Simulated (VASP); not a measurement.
Write the native input for VASP 6.6.1 that does the following.

```
Task                   : band structure
Functional             : PBE
Potentials or basis    : VASP PAW PBE potentials, release 54 (Cd, O)
Cutoff                 : 520 eV
k mesh                 : 10 × 10 × 10
Occupations            : fermi-dirac, width 0.05 eV
Spin                   : no spin polarisation
Further INCAR settings : ALGO = Normal; EDIFF = 1e-06; NBANDS = 16
```

Crystal: CdO (Monteponite).

```xyz
2
Lattice="0.0000 2.3495 2.3495 2.3495 0.0000 2.3495 2.3495 2.3495 0.0000" Properties=species:S:1:pos:R:3 pbc="T T T"
Cd    0.0000    0.0000    0.0000
O     2.3495    2.3495    2.3495
```

These files were run (other wordings do the same):

POSCAR

```
CdO
1.0
    0.0000000000      2.3495000000      2.3495000000
    2.3495000000      0.0000000000      2.3495000000
    2.3495000000      2.3495000000      0.0000000000
Cd O
1 1
Direct
    0.0000000000      0.0000000000      0.0000000000
    0.5000000000      0.5000000000      0.5000000000
```

INCAR.step1

```
SYSTEM = CdO
PREC = Accurate
ENCUT = 520
EDIFF = 1E-6
ISMEAR = -1
SIGMA = 0.05
LREAL = .FALSE.
LASPH = .TRUE.
NELM = 80
ALGO = Normal
ISIF = 2
LWAVE = .FALSE.
LCHARG = .TRUE.
GGA = PE
NBANDS = 16
```

KPOINTS.step1

```
regular mesh
0
G
  10 10 10
  0 0 0
```

INCAR.step2

```
SYSTEM = CdO
PREC = Accurate
ENCUT = 520
EDIFF = 1E-6
ISMEAR = 0
SIGMA = 0.05
LREAL = .FALSE.
LASPH = .TRUE.
NELM = 80
ALGO = Normal
ISIF = 2
LWAVE = .FALSE.
LCHARG = .FALSE.
GGA = PE
NBANDS = 16
ICHARG = 11
```

KPOINTS.step2

```
path GXWKGLUWLK,UX
10
line-mode
reciprocal
 0.0000000000  0.0000000000  0.0000000000  G
 0.5000000000  0.0000000000  0.5000000000  X

 0.5000000000  0.0000000000  0.5000000000  X
 0.5000000000  0.2500000000  0.7500000000  W

 0.5000000000  0.2500000000  0.7500000000  W
 0.3750000000  0.3750000000  0.7500000000  K

 0.3750000000  0.3750000000  0.7500000000  K
 0.0000000000  0.0000000000  0.0000000000  G

 0.0000000000  0.0000000000  0.0000000000  G
 0.5000000000  0.5000000000  0.5000000000  L

 0.5000000000  0.5000000000  0.5000000000  L
 0.6250000000  0.2500000000  0.6250000000  U

 0.6250000000  0.2500000000  0.6250000000  U
 0.5000000000  0.2500000000  0.7500000000  W

 0.5000000000  0.2500000000  0.7500000000  W
 0.5000000000  0.5000000000  0.5000000000  L

 0.5000000000  0.5000000000  0.5000000000  L
 0.3750000000  0.3750000000  0.7500000000  K

 0.6250000000  0.2500000000  0.6250000000  U
 0.5000000000  0.0000000000  0.5000000000  X
```

Potentials or basis: VASP PAW PBE potentials, release 54 (Cd, O).

The run is started by

```console
$ cat potpaw_PBE.54/Cd/POTCAR potpaw_PBE.54/O/POTCAR > POTCAR
$ cp INCAR.step1 INCAR
$ cp KPOINTS.step1 KPOINTS
$ mpirun -np 1 vasp_std > vasp.out
$ cp INCAR.step2 INCAR
$ cp KPOINTS.step2 KPOINTS
$ mpirun -np 1 vasp_std > vasp.out
```

It gave:

```json
{
 "Band gap along the path": "none (metal or under the smearing width)"
}
```

Caveat: the log is that of the step along the path at fixed density, whose energy, stress, charges and moments have no meaning; this crystal is a semiconductor, whose small gap the functional closes, so the metal is an error of the method.

Wall time 38 s on 1 thread of AMD EPYC 7R13 Processor (Zen 3) (shared host), peak memory 0.14 GiB.
